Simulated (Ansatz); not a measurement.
# 1T-CrSTe monolayer in a perpendicular field, part 3 of 3

Aim: how the 1T-CrSTe monolayer screens a field along its normal, and what the field does to its bands. A positive field points along +c.

Ansatz 0.2.0; plane-wave DFT, LDA+U, Ansatz PAW.

So far. Step 5 (Single point, field -0.05 V/Å): The dipole is -0.0816 e·Å, -0.0154 e·Å from its value without field. Step 6 (Atoms held, field 0.1 V/Å): The dipole is -0.0354 e·Å, 0.0308 e·Å from its value without field.

## Step 7: Atoms held, field 0.2 V/Å

File input.yaml:

```yaml
crystal:
  lattice:
    - [3.3894073196, 0.0, 0.0]
    - [-1.6947036598, 2.9353128426, 0.0]
    - [0.0, 0.0, 21.2479305189]
  atoms:
    - { symbol: Te, position: [0.6666666667, 0.3333333333, 0.4235706622], spin: -0.13 }
    - { symbol: Cr, position: [0.0, 0.0, 0.5183865744], spin: 2.94 }
    - { symbol: S, position: [0.3333333333, 0.6666666667, 0.5764293378], spin: -0.25 }
magnetization:
  spin_polarized: true
kpoints:
  mp_grid: { grid: [18, 18, 1] }
  band_path:
    path: [[0, 0, 0], [0.5, 0, 0], [0.33333333, 0.33333333, 0], [0, 0, 0]]
    npoints: 16
hamiltonian:
  xc: lda
  hubbard: { sites: [{ species: Cr, l: d, u_eff: 4.0 }] }
scf:
  occupations: { method: fermi_dirac, width: 0.02585 }
  convergence: { dr2_threshold: 1.0e-10 }
efield:
  axis: 3
  dipole_correction: true
  ramp_position: 0.9412
  ramp_width: 0.1021
  amplitude: 0.2
output:
  write_potential: true
  write_density: true
  volumetric_format: npy
```

Run with:

```bash
$ ansatz run input.yaml --threads 4 --pin off --max-ram 6144MiB --backend cpu --events-out ev --progress --plain --runs-dir out
```

Numbers of over 12 decimals in the logs are rounded to 6 here.

Output:

```text
[...]
Crystal: 3 atoms, lattice volume = 211.395 Å³
Basis set: ecut = 420 eV, 4163 PW (Γ)
Bands: 24, of which v1, the nominal top of the filled ones, is band 18 counted from 1 (17 counted from 0)
Symmetry: 6 space group operations
k-points: 37 of 324 (time reversal used)
[...]
Starting moments: Σ|m| = 3.32 μB on 3 of 3 sites
[...]
k-point 1 ↑: bands = [... 14 lower, -4.2664, -3.6282, -3.5847, -1.5934, 0.4664, 0.6053, 1.8885, 2.1466, ... 2 higher]
  k-point 2 ↑: bands = [... 14 lower, -4.2565, -3.6811, -3.5322, -1.6429, 0.0049, 0.4849, 1.1709, 1.9469, ... 2 higher]
  k-point 36 ↓: bands = [... 14 lower, -4.1801, -2.8664, -2.6884, 1.7388, 2.1805, 2.6042, 3.2774, 3.5270, ... 2 higher]
Occupation matrices written to <dir>
[key lines of the parts left out:]
SCF converged after 21 iterations
Magnetization: 2.9129 μB (19.4565 up, 16.5435 down)
Free energy (F): -11017.838367 eV
Fermi energy:    -0.971427 eV
Dipole field:    D = -0.003903 V/Å  (p = -0.004560 e·Å, saw-weighted, corrected)
```

The job ended after 20 s (4 threads of Arm Neoverse V2, shared host; peak memory 0.81 GiB; 77 s of CPU time).

The dipole is -0.00456 e·Å, 0.0616 e·Å from its value without field.

## Step 8: Single point, field 0.3 V/Å

Edit input.yaml of step 7 so:

```diff
@@ -25,6 +25,8 @@
   dipole_correction: true
-  ramp_position: 0.9412
-  ramp_width: 0.1021
-  amplitude: 0.2
+  ramp_position: 0.9378
+  ramp_width: 0.1089
+  amplitude: 0.3
 output:
+  dos: { projected: true, e_range: [-6, 5] }
+  bader: true
   write_potential: true
@@ -32 +34,2 @@
   volumetric_format: npy
+  elf: true
```

Output:

```text
[...]
Crystal: 3 atoms, lattice volume = 211.395 Å³
Basis set: ecut = 420 eV, 4163 PW (Γ)
Bands: 24, of which v1, the nominal top of the filled ones, is band 18 counted from 1 (17 counted from 0)
Symmetry: 6 space group operations
k-points: 37 of 324 (time reversal used)
[...]
Starting moments: Σ|m| = 3.32 μB on 3 of 3 sites
[...]
k-point 36 ↓: bands = [... 14 lower, -4.1804, -2.8605, -2.7023, 1.7324, 2.1742, 2.6013, 3.2754, 3.5275, ... 2 higher]
Occupation matrices written to <dir>
--- Bader charges: 3 sites ---
  site symbol  charge [e]  shift [e]    m [muB]
     0     Te     -0.3465     0.0010    -0.1244
     1     Cr      1.0257     0.0004     3.2816
     2      S     -0.6792     0.0014    -0.2458
  estimated error of the sums over rays = 3.8e-4 e
[key lines of the parts left out:]
SCF converged after 21 iterations
Magnetization: 2.9114 μB (19.4557 up, 16.5443 down)
Free energy (F): -11017.839455 eV
Fermi energy:    -0.976887 eV
Dipole field:    D = 0.022537 V/Å  (p = 0.026328 e·Å, saw-weighted, corrected)
```

Elapsed: 25 s, on 4 threads; peak memory 0.81 GiB.

The dipole is 0.0263 e·Å, 0.0925 e·Å from its value without field.

## Step 9: Response, atoms held

This step: plane-wave DFT, LDA+U, Ansatz PAW; response to a field along the normal, atoms held (Ansatz 0.2.0).

The dipoles give the slope, and the difference of two potentials shows where the field is screened.

Numbers from this step:

```yaml
equivalent_conductor_thickness_p_eps_0ae: 5.601 Å
distance_between_the_outer_atoms: 3.248 Å
```

Table of dipole of the cell by applied field:

```
applied field (V/Å)  dipole of the cell (e·Å)
             -0.050                   -0.0816
              0.000                   -0.0662
              0.050                   -0.0508
              0.100                   -0.0354
              0.200                  -0.00456
              0.300                    0.0263
```

The total moment stays at 2.91 μB for applied field from -0.05 to 0.3 V/Å.

Local field over the applied field, running mean. From the potentials at -0.05 and 0.05 V/Å; running mean over 2.5 Å. Table of local field over applied field by z:

```
z (Å)  local field over applied field
 4.13                           0.999
 4.43                           0.998
 4.87                           0.994
 5.16                           0.989
 5.61                           0.971
 5.90                           0.948
 6.20                           0.912
 6.64                           0.820
 6.94                           0.734
 7.23                           0.635
 7.67                           0.478
 7.97                           0.374
 8.41                           0.228
 8.71                           0.146
 9.00                          0.0851
 9.44                          0.0414
 9.74                          0.0320
10.03                          0.0284
10.48                          0.0259
10.77                          0.0294
11.21                          0.0474
11.51                          0.0655
11.80                          0.0937
12.25                           0.174
12.54                           0.254
12.84                           0.351
13.28                           0.510
13.58                           0.615
14.02                           0.763
14.31                           0.846
14.61                           0.908
15.05                           0.962
15.35                           0.980
15.64                           0.990
16.08                           0.997
16.38                           0.998
16.82                           0.999
17.12                           1.000
```

Electrons, planar mean, per unit field. Induced electron density against z:

z (Å), induced electron density (e/Å³ per V/Å) and a bar from the least value:
```
     4.13    0.00000 ###############
     4.43    0.00001 ###############
     4.87    0.00003 ###############
     5.16    0.00005 ################
     5.61    0.00013 ################
     5.90    0.00025 ################
     6.20    0.00045 #################
     6.64    0.00104 ####################
     6.94    0.00167 ######################
     7.23    0.00248 ##########################
     7.67    0.00346 ##############################
     7.97    0.00320 #############################
     8.41    0.00118 ####################
     8.71    0.00072 ##################
     9.00    0.00058 ##################
     9.44    0.00042 #################
     9.74    0.00015 ################
    10.03   -0.00064 #############
    10.48   -0.00051 #############
    10.77    0.00019 ################
    11.21    0.00044 #################
    11.51    0.00041 #################
    11.80   -0.00060 #############
    12.25   -0.00076 ############
    12.54   -0.00126 ##########
    12.84   -0.00282 ###
    13.28   -0.00363 
    13.58   -0.00286 ###
    14.02   -0.00148 #########
    14.31   -0.00085 ############
    14.61   -0.00046 #############
    15.05   -0.00017 ###############
    15.35   -0.00008 ###############
    15.64   -0.00004 ###############
    16.08   -0.00001 ###############
    16.38   -0.00001 ###############
    16.82    0.00000 ###############
    17.12    0.00000 ###############
```

By hand: between -0.05 and 0.05 V/Å the dipole changes by 0.03079 e·Å, a slope of 0.3079 e·Å²/V. A perfect conductor of thickness t has p = ε₀AEt, so t = 180.95 × 0.3079 / 9.949 = 5.60 Å (e/ε₀ = 180.95 V·Å, A in Å²).

The induced dipole is that of a conductor 5.60 Å thick.

## Step 10: Varying the input

This step: plane-wave DFT, LDA+U, Ansatz PAW (Ansatz 0.2.0).

A run with a changed input: it repeats the earlier run at 0.05 V/Å with scf.convergence.dr2_threshold from 1e-10 to 1e-05, kpoints.mp_grid.grid from [18, 18, 1] to [12, 12, 1] and basis.ecutrho_ratio to 8.

input.yaml, the sections that differ from step 8:

```yaml
kpoints:
  mp_grid: { grid: [12, 12, 1] }
  band_path:
    path: [[0, 0, 0], [0.5, 0, 0], [0.33333333, 0.33333333, 0], [0, 0, 0]]
    npoints: 16
scf:
  occupations: { method: fermi_dirac, width: 0.02585 }
  convergence: { dr2_threshold: 1.0e-05 }
efield:
  axis: 3
  dipole_correction: true
  ramp_position: 0.97
  ramp_width: 0.06
  amplitude: 0.05
output:
  write_potential: true
  write_density: true
  volumetric_format: npy
basis:
  ecutrho_ratio: 8
# crystal, magnetization, hamiltonian: as in step 8
```

Output:

```text
[...]
Crystal: 3 atoms, lattice volume = 211.395 Å³
Basis set: ecut = 420 eV, 4163 PW (Γ)
Bands: 24, of which v1, the nominal top of the filled ones, is band 18 counted from 1 (17 counted from 0)
Symmetry: 6 space group operations
k-points: 19 of 144 (time reversal used)
[...]
Starting moments: Σ|m| = 3.32 μB on 3 of 3 sites
[...]
SCF iter   1: F=—  HF=-11018.889306 eV  |F-HF|=—  |Δ(HF+E_count)|=         —  Δρ=3.97e-2 (↑3.97e-2 ↓2.23e-2)  dr2=9.19e0  dr2_m=3.56e-1  M=2.710 μB ∫|m|=3.347 μB  β_m=0.30  ethr=3.10e-3  p=0.016 e·Å  D=1.35e-2 V/Å  ΔV_dip=-0.29 eV  dr2_dipole=1.10e-1  V_vac-E_F(+/−)=5.86/5.18 eV  ⟨swp⟩=11.1  Hψ=5707  notcnv=0
[...]
SCF iter  20: F=-11017.845699 eV  HF=-11017.845699 eV  |F-HF|=2.70e-9  |Δ(HF+E_count)|=   1.21e-8  Δρ=1.26e-6 (↑4.43e-7 ↓1.26e-6)  dr2=4.27e-9  dr2_m=1.27e-9  M=2.889 μB ∫|m|=3.940 μB  ethr=1.08e-10  p=-0.050 e·Å  D=-4.30e-2 V/Å  ΔV_dip=0.91 eV  dr2_dipole=1.56e-11  V_vac-E_F(+/−)=6.50/4.62 eV  ⟨swp⟩=1.0  Hψ=2190  notcnv=0
SCF 1 converged in 20 iterations: F = -11017.845699 eV  dr2 = 4.27e-9
[...]
SCF converged after 20 iterations
[...]
Magnetization: 2.8888 μB (19.4444 up, 16.5556 down)
Absolute magnetization: 3.9411 μB (∫|ρ↑−ρ↓|, with the PAW one-centre terms)
[...]
Per-site moments (μB) at R_I (Å): [(-0.126007, 1.158541), (2.937979, 0.954147), (-0.248538, 0.954147)]
Free energy (F): -11017.845699 eV
[...]
Internal energy: -11017.843576 eV  (E = F + TS)
E sigma→0 (E₀):  -11017.844638 eV
Entropy (-TS):   -0.002123 eV (-0.708 meV/atom)
Fermi energy:    -0.970912 eV
Dipole field:    D = -0.042965 V/Å  (p = -0.050194 e·Å, saw-weighted, corrected)
Work function:   not extracted (applied field tilts the vacuum); planar V_es + V_field profile in the machine report
[...]
--- Band table (eV; the first three rows and the last of 38) ---
  k-point 0 ↑: bands = [... 14 lower, -4.2640, -3.6195, -3.6195, -1.6162, 0.6300, 0.6300, 2.2328, 2.2328, ... 2 higher]
  k-point 1 ↑: bands = [... 14 lower, -4.2503, -3.6617, -3.5668, -1.6385, 0.2531, 0.5440, 1.5472, 2.0607, ... 2 higher]
  k-point 2 ↑: bands = [... 14 lower, -4.2765, -3.7609, -3.5101, -1.8147, -0.6368, 0.2620, 0.5253, 1.7167, ... 2 higher]
  k-point 18 ↓: bands = [... 14 lower, -4.1995, -2.8971, -2.6833, 1.7252, 2.1672, 2.5871, 3.2561, 3.5012, ... 2 higher]
Occupation matrices written to <dir>
```

Run time: 17 s. Hardware: 4 threads; peak memory 0.81 GiB.

```
                     quantity  this run  earlier run  difference
dipole along the normal (e·Å)  -0.05019     -0.05081      6.1e-4
            total moment (μB)     2.889        2.915      -0.027
```

What moves beyond 0.01 in its unit (for the dipole 0.5 % and 5e-5 e·Å): dipole along the normal (+0.000614 e·Å) and total moment (-0.0266 μB).

The change shows in the results, which are not taken further.

## Step 11: Varying the input

An input spoilt on purpose, to show how the run answers: it repeats the earlier run at 0.05 V/Å with efield.axis from 3 to 2, and scf.max_iter set to 100.

Edit input.yaml of step 10 so:

```diff
@@ -12,3 +12,3 @@
 kpoints:
-  mp_grid: { grid: [12, 12, 1] }
+  mp_grid: { grid: [18, 18, 1] }
   band_path:
@@ -21,5 +21,6 @@
   occupations: { method: fermi_dirac, width: 0.02585 }
-  convergence: { dr2_threshold: 1.0e-05 }
+  convergence: { dr2_threshold: 1.0e-10 }
+  max_iter: 100
 efield:
-  axis: 3
+  axis: 2
   dipole_correction: true
@@ -32,3 +33 @@
   volumetric_format: npy
-basis:
-  ecutrho_ratio: 8
```

Output:

```text
Te: projections on atomic orbitals take those of the free atom [Kr] 4d10 5s2 5p4, of charge +0.00 (hamiltonian.pseudopotentials.projection_atoms); the dataset's partial waves leave at most 7.8e-6 of an orbital's norm unspanned inside its sphere
Cr: projections on atomic orbitals take those of the free atom [Ne] 3s2 3p6 3d5 4s1, of charge +0.00 (hamiltonian.pseudopotentials.projection_atoms); the dataset's partial waves leave at most 7.0e-7 of an orbital's norm unspanned inside its sphere
S: projections on atomic orbitals take those of the free atom [Ne] 3s2 3p4, of charge +0.00 (hamiltonian.pseudopotentials.projection_atoms); the dataset's partial waves leave at most 1.6e-7 of an orbital's norm unspanned inside its sphere
Engine: ansatz 0.2.0, aarch64-unknown-linux-gnu
Pseudopotentials: kind: paw
Pseudopotential: Te, paw, valence charge 16, recommended cutoff 420 eV (normal), Te.paw.azcp
Pseudopotential: Cr, paw, valence charge 14, recommended cutoff 420 eV (normal), Cr.paw.azcp
Pseudopotential: S, paw, valence charge 6, recommended cutoff 420 eV (normal), S.paw.azcp
Functional definition: SPW92
  exchange = slater_x
  correlation = pw_c
Crystal: 3 atoms, lattice volume = 211.395 Å³
Basis set: ecut = 420 eV, 4163 PW (Γ)
Bands: 24, of which v1, the nominal top of the filled ones, is band 18 counted from 1 (17 counted from 0)
Symmetry: 2 space group operations
k-points: 91 of 324 (time reversal used)
Non-local potential: Te, projectors of the file, l = 0: 2, l = 1: 2, l = 2: 2, l = 3: 2
Non-local potential: Cr, projectors of the file, l = 0: 3, l = 1: 2, l = 2: 3, l = 3: 1
Non-local potential: S, projectors of the file, l = 0: 2, l = 1: 2, l = 2: 2
PAW form: soft (Blöchl's): semilocal exchange-correlation on the pseudo side does not see the compensation charge
PAW frozen core: Te, regenerated for the run's functional, and the local potential with it (the file was generated under x = pbe(κ = 0.804, μ = 0.219515), c = pbe(β = 0.066725))
PAW frozen core: Cr, regenerated for the run's functional, and the local potential with it (the file was generated under x = pbe(κ = 0.804, μ = 0.219515), c = pbe(β = 0.066725))
PAW frozen core: S, regenerated for the run's functional, and the local potential with it (the file was generated under x = pbe(κ = 0.804, μ = 0.219515), c = pbe(β = 0.066725))
PAW one-centre angular grid: Te, 590 points (default); XC on 64 Gauss nodes
PAW one-centre angular grid: Cr, 590 points (default); XC on 64 Gauss nodes
PAW one-centre angular grid: S, 110 points (default); XC on 64 Gauss nodes
Initial density: superposition of atomic densities (neutral atoms: chi_scale 0, normalization atom, screened)
Starting moments: Σ|m| = 3.32 μB on 3 of 3 sites
Initial wavefunctions: pseudopotential atomic-orbital guess
Functional: x = slater, c = lda
Error: efield: ion 1 (Cr) at fractional coordinate 0.0000 along the field axis lies inside the sawtooth ramp with 2 of the planes that the density is read on at each end, [0.8867, 0.1133] — the ramp must sit in vacuum (an ion there feels the fictitious reversed slope); set or move the ramp (efield.ramp_position / ramp_width) or move the geometry
```

The job ended after 0.73 s (4 threads; peak memory 0.69 GiB).

The input was rejected at the start.

The program's message: “Error: efield: ion 1 (Cr) at fractional coordinate 0.0000 along the field axis lies inside the sawtooth ramp with 2 of the planes that the density is read on at each end, [0.8867, 0.1133] — the ramp m …”

The fault put into the input: the field along an axis without vacuum.

## Step 12: Summary of results

* gap without field: none
* work function, upper face: 6.18 eV
* step between the vacuum levels: 1.20 eV
* equivalent conductor thickness, atoms held: 5.60 Å

**Reading.** The induced dipole equals that of a perfect conductor 5.60 Å thick, while the outer atoms lie 3.25 Å apart. The two faces differ: the vacuum level above lies 1.20 eV higher than the one below. There is no gap over 0.03 eV, with or without the field. The magnetic order is the one reached from the typed start; other orders were not compared. Spin-orbit coupling is left out, which matters for the bands of elements this heavy.

[Logs are printed without paths, hosts, clocks, repeated set-up lines and the standing remarks that a program may print on its own settings, such as how far it seeks lower states.]

[Hosts, paths, dates, database ids (printed as entryN), source tags and the programs' standing remarks are cut or masked in the printed files.]

[Maps of the electrostatic potential energy from Ansatz leave out the sawtooth potential of an applied field or a dipole correction, so their vacuum need not be flat; planar profiles and work functions include it.]
